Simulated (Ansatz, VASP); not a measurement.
One calculation of NaF, two programs

The input INCAR:

```
ALGO     = Normal         # electronic algorithm
EDIFF    = 1E-6           # SCF threshold, eV
ENCUT    = 520            # plane-wave cutoff, eV
GGA      = PE             # functional
ISIF     = 2              # what is computed and relaxed
ISMEAR   = 0              # smearing method
LASPH    = T              # aspherical terms in the spheres
LCHARG   = F              # write CHGCAR
LREAL    = F              # projectors in reciprocal space
LWAVE    = F              # write WAVECAR
NBANDS   = 14             # bands
NELM     = 60             # most SCF steps
PREC     = Accurate       # precision mode
SIGMA    = 0.01           # smearing width, eV
```

KPOINTS

```
k-points
0
Gamma
  8 8 8
```

Contents of POSCAR:

```
NaF
1.0
    2.7934851994      0.0000000000      0.0000000000
    0.0000000000      2.7934851994      0.0000000000
    0.0000000000      0.0000000000      2.7934851994
Na F
1 1
Direct
    0.0000000000      0.0000000000      0.0000000000
    0.5000000000      0.5000000000      0.5000000000
```

Input for Ansatz:

```yaml
crystal:
  lattice:
    - [2.7934851994, 0.0, 0.0]
    - [0.0, 2.7934851994, 0.0]
    - [0.0, 0.0, 2.7934851994]
  atoms:
    - { symbol: Na, position: [0.0, 0.0, 0.0] }
    - { symbol: F, position: [0.5, 0.5, 0.5] }
kpoints:
  mp_grid: { grid: [8, 8, 8] }
hamiltonian:
  xc: pbe
scf:
  occupations: { method: fixed }
output:
  optics:
    e_range: [0, 22]
    de: 0.05
    sigma: 0.1
    bands: { spectra_wanted_up_to: 22 }
    scissors: 2.216
```

Alike in both runs: task single point; functional PBE; k mesh 8 × 8 × 8; no spin polarisation.

|  | VASP | Ansatz |
| --- | --- | --- |
| version | VASP 6.6.1 | Ansatz 0.2.0 |
| potentials or method | VASP PAW PBE potentials, release 64 (Na_pv, F) | plane waves, PAW |
| plane-wave cutoff (eV) | 520 | 420 |
| occupations | gaussian, width 0.01 eV | fixed |
| valence electrons in the cell | 14 | 16 |

Ansatz gave:

* gap on the k mesh at the Fermi level (eV): 6.13

Question: Estimate VASP's values.

Answer: gap on the k mesh at the Fermi level (eV): 6.11.

The two sets of potentials don't hold the same shells in valence.

A k mesh can miss the band edges. A hybrid or GW would open this gap; PBE tends to underestimate it.
